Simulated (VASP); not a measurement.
A run of VASP 6.6.1 is set up as follows.

Contents of INCAR:

```
SYSTEM = ZnO
PREC = Accurate
ENCUT = 520
EDIFF = 1E-6
ISMEAR = 0
SIGMA = 0.02
LREAL = .FALSE.
LASPH = .TRUE.
NELM = 100
ALGO = Normal
ISIF = 2
LWAVE = .FALSE.
LCHARG = .FALSE.
GGA = PE
NBANDS = 26
```

KPOINTS

```
regular mesh
0
G
  9 9 4
  0 0 0
```

File POSCAR:

```
ZnO
1.0
    3.2493080000      0.0000000000      0.0000000000
   -1.6246540000      2.8139832727      0.0000000000
    0.0000000000      0.0000000000      5.2057090000
Zn O
2 2
Direct
    0.3333333333      0.6666666667      0.5000000000
    0.6666666667      0.3333333333      0.0000000000
    0.6666666667      0.3333333333      0.3790100000
    0.3333333333      0.6666666667      0.8790100000
```

Potentials or basis: VASP PAW PBE potentials, release 64 (Zn, O).

Command:

```sh
$ cat potpaw_PBE.64/Zn/POTCAR potpaw_PBE.64/O/POTCAR > POTCAR
$ mpirun -np 1 vasp_std > vasp.out
```

Q: Predict the largest force.

A: 0.074 eV/Å.

Q: Estimate the band gap on the k mesh.

A: 0.79 eV, direct.

Q: What does it give for the pressure?

A: 6.0 GPa.

Stress tensor (GPa, compression positive):
```
5.43 0.00 0.00
0.00 5.43 0.00
0.00 0.00 7.19
```
